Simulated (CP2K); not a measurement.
SrO, 2 atoms in the cell. The structure is cubic, space group Fm-3m (No. 225). Conventional cell: a = 5.133 Å, b = 5.133 Å, c = 5.133 Å, α = 90.00°, β = 90.00°, γ = 90.00°. Sr (site symmetry m-3m) has 6 O at 2.57 Å as nearest neighbours. O (site symmetry m-3m) has 6 Sr at 2.57 Å as nearest neighbours. 

| Item | Value |
| --- | --- |
| Program | CP2K 2026.2 |
| Task | band structure |
| Functional | TB-mBJ |
| Potentials or basis | POTENTIAL_UZH Sr GTH-PBE-q10, O GTH-PBE-q6; TZVP-MOLOPT-PBE-GTH basis |
| Density cutoff | 12245 eV |
| k mesh | 9 × 9 × 9 |
| Occupations | fermi-dirac, width 0.05 eV |
| Spin | no spin polarisation |
| SCF solver | diagonalisation with k points |
| Quickstep method | GPW |
| EPS_DEFAULT | 1.0E-9 |
| EPS_SCF | 1.0E-6 |
| MAX_SCF | 100 |
| SCF_GUESS | ATOMIC |
| k points reduced by the point group | yes |
| Mesh centred on Gamma | yes |
| CHOLESKY | OFF |
| EPS_EIGVAL | 1.0E-7 |
| MIXING METHOD | BROYDEN_MIXING |
| MIXING ALPHA | 0.4 |
| NBUFFER | 8 |
| NGRIDS | 5 |
| Basis sets | Sr TZVP-MOLOPT-PBE-GTH-q10, O TZVP-MOLOPT-PBE-GTH-q6 |
| Potentials | Sr GTH-PBE-q10 of POTENTIAL_UZH, O GTH-PBE-q6 of POTENTIAL_UZH |
| ADDED_MOS | [10] |
| Points a segment of the path (NPOINTS) | 8 |
| Bands added on the path | 6 |
| REL_CUTOFF (Ry) | 60 Ry |
| MIXING BETA (1/bohr) | 1.5 1/bohr |
| CUTOFF of the grids | 900 Ry |

Potentials or basis: POTENTIAL_UZH Sr GTH-PBE-q10, O GTH-PBE-q6; TZVP-MOLOPT-PBE-GTH basis.

Run with:

```sh
$ OMP_NUM_THREADS=1 cp2k.psmp -i sro_bands.inp -o sro_bands.out
```

Hardware: 1 thread of Arm Neoverse V2, on a shared host.

Task: How long does it take, and how much memory?

Result: Run time: 110 s on 1 thread of Arm Neoverse V2, on a shared host, peak memory 0.43 GiB. Counts: scf iterations 33, k points 35, basis 32, bands 18, force evaluations 1.
